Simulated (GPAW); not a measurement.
# Ba2TiO4 (P4/mmm) in GPAW: single point with PBEsol

Aim: the single point of Ba2TiO4 with PBEsol.

Program: GPAW 26.7.0. These are calculated values, not measurements. Logs are shortened: lines on timing, memory, paths and dates and some standing lists are left out, and cuts for length are marked. The log counts tension as positive stress, the text compression.

## (1) Starting point

Symmetry: P4/mmm, No. 123, tetragonal system. The conventional cell has a = 3.982 Å, b = 3.982 Å, c = 8.788 Å, α = 90.00°, β = 90.00°, γ = 90.00°. Ba (site symmetry 4mm) has 8 O at 2.81 to 2.82 Å as nearest neighbours. Ti (site symmetry 4/mmm) has 6 O at 1.99 Å as nearest neighbours. O (site symmetry mmm) is surrounded by 2 Ti at 1.99 Å. O (site symmetry 4mm) is surrounded by 1 Ti at 1.99 Å.

The cell comes from a database or a generator and needn't be the stable form of this composition.

## (2) Single point, PBEsol

run.py reads:

```python
from ase import Atoms
from ase.dft.bandgap import bandgap
from ase.io import write
from ase.units import GPa
from gpaw import GPAW, PW, setup_paths

setup_paths.insert(0, '.')

atoms = Atoms(['Ba', 'Ba', 'Ti', 'O', 'O', 'O', 'O'],
              cell=[[3.982053, 0.0, 0.0],
                    [0.0, 3.982053, 0.0],
                    [0.0, 0.0, 8.788151]],
              scaled_positions=[[0.0, 0.0, 0.274429],
                                [0.0, 0.0, 0.725571],
                                [0.5, 0.5, 0.5],
                                [0.5, 0.0, 0.5],
                                [0.5, 0.5, 0.273383],
                                [0.5, 0.5, 0.726617],
                                [0.0, 0.5, 0.5]],
              pbc=True)

calc = GPAW(mode=PW(800),
            xc='PBEsol',
            kpts={'size': (7, 7, 3), 'gamma': True},
            occupations={'name': 'methfessel-paxton', 'order': 0, 'width': 0.02},
            nbands=48,
            convergence={'density': 1e-05, 'energy': 1e-05},
            maxiter=150,
            txt='gpaw.txt')
atoms.calc = calc
energy = atoms.get_potential_energy()
forces = atoms.get_forces()
stress = atoms.get_stress()
calc.write('gs.gpw')
write('result.traj', atoms)
print(f'Energy: {energy:.6f} eV')
print('Forces (eV/A):')
print(forces.round(4))
print('Stress (GPa):', (stress / GPa).round(3))
print('Fermi level:', round(calc.get_fermi_level(), 4), 'eV')
print(f'Gap: {bandgap(calc)[0]:.4f} eV, direct: {bandgap(calc, direct=True)[0]:.4f} eV')
```

Potentials or basis: PAW data sets generated in the run's folder for this functional, pw.

On the command line:

```bash
gpaw-setup -f PBEsol Ba O Ti
OMP_NUM_THREADS=1 python run.py
```

gpaw.txt:

```text
__  _  _
 | _ |_)|_||  |
 |__||  | ||/\| - 26.7.0

Input parameters:
  mode=PW(ecut=800.0),
  convergence={'density': 1e-05, 'energy': 1e-05},
  kpts=MonkhorstPack(size=(7, 7, 3), gamma=True),
  maxiter=150,
  nbands=48,
  occupations=Occupations(name='methfessel-paxton', order=0, width=0.02),
  xc=XC(name='PBEsol')

Diagonalizing LCAO Hamiltonian
Converting LCAO to pw mode
   .---------.
  /|         |
 * |         |
 | |         |
 | |   O     |
 Ba|         |
 | |         |
 |O|   Ti    |
 | |  O      |
 | |   O     |
 Ba|         |
 | .---------.
 |/         /
 *---------*

Atoms  # Å, Bohr magnetons
|   | symbol |        x |        y |        z |    initial magnetic moments |
|---|--------|----------|----------|----------|-----------------------------|
| 0 |     Ba | 0.000000 | 0.000000 | 2.411723 | ( 0.0000,  0.0000,  0.0000) |
| 1 |     Ba | 0.000000 | 0.000000 | 6.376428 | ( 0.0000,  0.0000,  0.0000) |
| 2 |     Ti | 1.991027 | 1.991027 | 4.394075 | ( 0.0000,  0.0000,  0.0000) |
| 3 |      O | 1.991027 | 0.000000 | 4.394075 | ( 0.0000,  0.0000,  0.0000) |
| 4 |      O | 1.991027 | 1.991027 | 2.402531 | ( 0.0000,  0.0000,  0.0000) |
| 5 |      O | 1.991027 | 1.991027 | 6.385620 | ( 0.0000,  0.0000,  0.0000) |
| 6 |      O | 0.000000 | 1.991027 | 4.394075 | ( 0.0000,  0.0000,  0.0000) |

Unit cell  # Å
| periodic |        x |        y |        z |  lengths |    angles |
|----------|----------|----------|----------|----------|-----------|
|      yes | 3.982053 | 0.000000 | 0.000000 | 3.982053 | 90.000000 |
|      yes | 0.000000 | 3.982053 | 0.000000 | 3.982053 | 90.000000 |
|      yes | 0.000000 | 0.000000 | 8.788151 | 8.788151 | 90.000000 |

Number of symmetries: 16
Symmetry operations  # r_c * U_cc + t_c -> r_c
|    | kind |            matrix            |
|----|------|------------------------------|
|  0 |  E   |  1, 0, 0,  0, 1, 0,  0, 0, 1 |
|  1 |  σ   |  1, 0, 0,  0, 1, 0,  0, 0,-1 |
|  2 |  σ   |  1, 0, 0,  0,-1, 0,  0, 0, 1 |
|  3 |  C2  |  1, 0, 0,  0,-1, 0,  0, 0,-1 |
|  4 |  σ   |  0, 1, 0,  1, 0, 0,  0, 0, 1 |
|  5 |  C2  |  0, 1, 0,  1, 0, 0,  0, 0,-1 |
|  6 |  C4  |  0, 1, 0, -1, 0, 0,  0, 0, 1 |
|  7 |  S4  |  0, 1, 0, -1, 0, 0,  0, 0,-1 |
|  8 |  C4  |  0,-1, 0,  1, 0, 0,  0, 0, 1 |
|  9 |  S4  |  0,-1, 0,  1, 0, 0,  0, 0,-1 |
| 10 |  σ   |  0,-1, 0, -1, 0, 0,  0, 0, 1 |
| 11 |  C2  |  0,-1, 0, -1, 0, 0,  0, 0,-1 |
| 12 |  σ   | -1, 0, 0,  0, 1, 0,  0, 0, 1 |
| 13 |  C2  | -1, 0, 0,  0, 1, 0,  0, 0,-1 |
| 14 |  C2  | -1, 0, 0,  0,-1, 0,  0, 0, 1 |
| 15 |  i   | -1, 0, 0,  0,-1, 0,  0, 0,-1 |

BZ-sampling:
  Number of BZ points: 147
  Number of IBZ points: 20

  Monkhorst-Pack size: [7, 7, 3]
  Monkhorst-Pack shift: [0, 0, 0]

K-points  # in reciprocal-cell coordinates
|     |                                coordinates |     weight |
|-----|--------------------------------------------|------------|
|   0 | (  0.00000000,   0.00000000,   0.00000000) | 0.00680272 |
|   1 | (  0.00000000,   0.00000000,   0.33333333) | 0.01360544 |
|   2 | (  0.14285714,   0.00000000,   0.00000000) | 0.02721088 |
|   3 | (  0.14285714,   0.00000000,   0.33333333) | 0.05442177 |
|   4 | (  0.14285714,   0.14285714,   0.00000000) | 0.02721088 |
|   5 | (  0.14285714,   0.14285714,   0.33333333) | 0.05442177 |
|   6 | (  0.28571429,   0.00000000,   0.00000000) | 0.02721088 |
|   7 | (  0.28571429,   0.00000000,   0.33333333) | 0.05442177 |
|   8 | (  0.28571429,   0.14285714,   0.00000000) | 0.05442177 |
|   9 | (  0.28571429,   0.14285714,   0.33333333) | 0.10884354 |
| ... |                                            |            |
|  19 | (  0.42857143,   0.42857143,   0.33333333) | 0.05442177 |

Plane wave coefficients: 7192
Cutoff: 800.0 eV

Spin-components: 1 (collinear spins)
Bands:           48
Projectors:      38
Spin-degeneracy: 2
Datatype:        complex128

Parallelization:
  kpt:    1
  domain: 1
  band:   1

Density:
  Valence electrons: 56.0
  Components: 1
  Grid points: [27 27 60]
  Charge: 0.0  # |e|

Potential:
  Grid points: [27 27 60]

species:
  Ba:
    name:    Barium
    Z:       56.0
    valence: 10
    core:    46
    charge:  0.0  # [|e|]
    compensation charges:
      type: gauss
      rc: 0.37  # [Å]
      lmax: 2
    cutoffs:
      filter: 2.06  # [Å]
      core: 2.33  # [Å]
    projectors
    | kind |    occ | energy [eV] | rcut [Å] |
    |------|--------|-------------|----------|
    |   5s |  2.000 |     -33.673 |    1.164 |
    |   6s |  2.000 |      -3.245 |    1.164 |
    |   5p |  6.000 |     -18.749 |    1.164 |
    |    p |        |       0.000 |    1.164 |
    |    d |        |       0.000 |    1.164 |
    |    d |        |      27.211 |    1.164 |

    Using partial waves for Ba as LCAO basis

  Ti:
    name:    Titanium
    Z:       22.0
    valence: 12
    core:    10
    charge:  0.0  # [|e|]
    compensation charges:
      type: gauss
      rc: 0.38  # [Å]
      lmax: 2
    cutoffs:
      filter: 2.23  # [Å]
      core: 1.02  # [Å]
    projectors
    | kind |    occ | energy [eV] | rcut [Å] |
    |------|--------|-------------|----------|
    |   3s |  2.000 |     -62.441 |    1.270 |
    |   4s |  2.000 |      -4.477 |    1.270 |
    |   3p |  6.000 |     -38.776 |    1.058 |
    |   4p |  0.000 |      -1.449 |    1.058 |
    |   3d |  2.000 |      -4.275 |    1.058 |
    |    d |        |      22.937 |    1.058 |

    Using partial waves for Ti as LCAO basis

  O:
    name:    Oxygen
    Z:       8.0
    valence: 6
    core:    2
    charge:  0.0  # [|e|]
    compensation charges:
      type: gauss
      rc: 0.21  # [Å]
      lmax: 2
    cutoffs:
      filter: 1.17  # [Å]
      core: 0.83  # [Å]
    projectors
    | kind |    occ | energy [eV] | rcut [Å] |
    |------|--------|-------------|----------|
    |   2s |  2.000 |     -23.808 |    0.688 |
    |   2p |  4.000 |      -8.972 |    0.598 |
    |    s |        |       3.404 |    0.688 |
    |    p |        |      18.239 |    0.598 |
    |    d |        |       0.000 |    0.619 |

    Using partial waves for O as LCAO basis

Reference energy: -473715.071448  # eV

eigensolver:
  PPCG
  Converge bands: occupied
  niter=2

density mixing:
  MSR1-Mixer
  Pratt-step length: 0.05
  Maximum mixing coefficient: 0.75
  Old densities: 10
  SVD Regularization: 0.005
  Good broyden scale: 1.0
  Trust region scale: 1.0
  Backstep threshold: 4.0
  History deletion threshold: 6.0
  Fourier metric: weight=20.0, sigma=0.015

occupation numbers:
  Methfessel-Paxton:
    width: 0.0200  # eV
    order: 0

poisson solver:
  ecut: 6400.0  # eV

xc functional:
  name: PBEsol with 2 nearest neighbor stencil

convergence criteria:
- Maximum integral of absolute [dens]ity change: 1e-05 electrons / valence electron
- Maximum [total energy] change in last 3 cyles: 1e-05 eV / valence electron
- Maximum integral of absolute [eigenst]ate change: 4e-08 eV^2 / valence electron
maximum number of iterations: 150

SCF iterations
|iter     | |      energy | eigst |  dens |
|---------|-|-------------|-------|-------|
|iter:   1| |  -60.946010 | +0.40 |       |
|iter:   2| |  -58.732365 | -1.09 | -0.87 |
|iter:   3| |  -53.736836 | -0.74 | -0.94 |
|iter:   4| |  -53.627508 | -1.98 | -1.40 |
|iter:   5| |  -53.560146 | -2.61 | -1.55 |
|iter:   6| |  -53.570697 | -2.63 | -1.83 |
|iter:   7| |  -53.566969 | -3.41 | -2.31 |
|iter:   8| |  -53.567925 | -4.19 | -2.64 |
|iter:   9| |  -53.567769 | -5.13 | -3.17 |
|iter:  10| |  -53.567771c| -6.30 | -3.70 |
|iter:  11| |  -53.567773c| -7.43c| -4.12 |
|iter:  12| |  -53.567773c| -8.26c| -4.72 |
|iter:  13| |  -53.567773c| -8.34c| -5.37c|

Converged in 13 steps
Energy contributions relative to reference atoms: (reference = -473715.071448)

Energy contributions:
  Kinetic:          42.230831
  Coulomb:         -45.036306
  Zero:              1.042352
  External:          0.000000
  Xc:              -51.804650
  Entropy:          -0.000000
  Spinorbit:         0.000000
  ----------------------------
  Free energy:     -53.567773
  Extrapolated:    -53.567773

dipole moment: (-59.282254, -59.282254, 0.000005)  # |e|*Ang

Fermi level: 4.991
Eigenvalues  # (at kpt = [0.000, 0.000, 0.000])
| band index |      eig [eV] | occ [0-2] |
|------------|---------------|-----------|
|          0 |       -51.110 |     2.000 |
|        ... |               |           |
|         20 |         3.016 |     2.000 |
|         21 |         3.801 |     2.000 |
|         22 |         3.801 |     2.000 |
|         23 |         3.908 |     2.000 |
|         24 |         3.908 |     2.000 |
|         25 |         4.579 |     2.000 |
[... 8 lines left out ...]
|         34 |         9.786 |     0.000 |
|         35 |         9.786 |     0.000 |
|        ... |               |           |
|         47 |        16.771 |     0.000 |

Gap: 1.900 eV
Transition (v -> c):
  (s=0, k=6, n=27, [0.29, 0.00, 0.00]) -> (s=0, k=0, n=28, [0.00, 0.00, 0.00])
Direct/indirect transitions are different
Direct gap: 1.958 eV
Transition at: (s=0, k=1, n=27, [0.00, 0.00, 0.33])

Forces  # eV/Ang
|        x |        y |        z |
|----------|----------|----------|
|  0.00000 |  0.00000 |  0.46413 |  # Ba   0
|  0.00000 |  0.00000 | -0.46413 |  # Ba   1
|  0.00000 |  0.00000 |  0.00000 |  # Ti   2
|  0.00000 | -0.00000 |  0.00000 |  # O    3
|  0.00000 |  0.00000 |  0.31339 |  # O    4
|  0.00000 |  0.00000 | -0.31339 |  # O    5
| -0.00000 |  0.00000 |  0.00000 |  # O    6

Stress tensor  # eV/Ang^3
|        x |        y |        z |
|----------|----------|----------|
| 0.026477 | 0.000000 | 0.000000 |
| 0.000000 | 0.026477 | 0.000000 |
| 0.000000 | 0.000000 | 0.018720 |

# Writing to gs.gpw (mode='')
```

It took 84 s on 1 thread of Intel Xeon 6975P-C (Granite Rapids), shared host; peak memory 0.37 GiB.

Results:

```
Free energy            : -53.5678 eV
Pressure               : -3.8 GPa
Largest force          : 0.464 eV/Å
Band gap on the k mesh : 1.90 eV, indirect (least direct gap 1.96 eV)
```

Forces in eV/Å, atoms in the order of the input:
```
Ba   0.000  0.000  0.464
Ba   0.000  0.000 -0.464
Ti   0.000  0.000  0.000
O    0.000  0.000  0.000
O    0.000  0.000  0.313
O    0.000  0.000 -0.313
O    0.000  0.000  0.000
```

Stress tensor (GPa, compression positive):
```
-4.24  0.00  0.00
 0.00 -4.24  0.00
 0.00  0.00 -3.00
```

Levels at points of the mesh, in eV from the valence-band top:
| k point | band 24 | band 25 | band 26 | band 27 | band 28 | band 29 | band 30 | band 31 | band 32 | band 33 |
| --- | --- | --- | --- | --- | --- | --- | --- | --- | --- | --- |
| (0.00, 0.00, 0.00) | -0.98 | -0.98 | -0.30 | -0.06 | -0.06 | 1.90 | 2.12 | 3.03 | 3.03 | 3.81 |

Caveat: spin-orbit coupling is left out, which moves the levels of the heavy elements; an odd mesh through Γ misses points on the zone boundary, where band edges often lie.
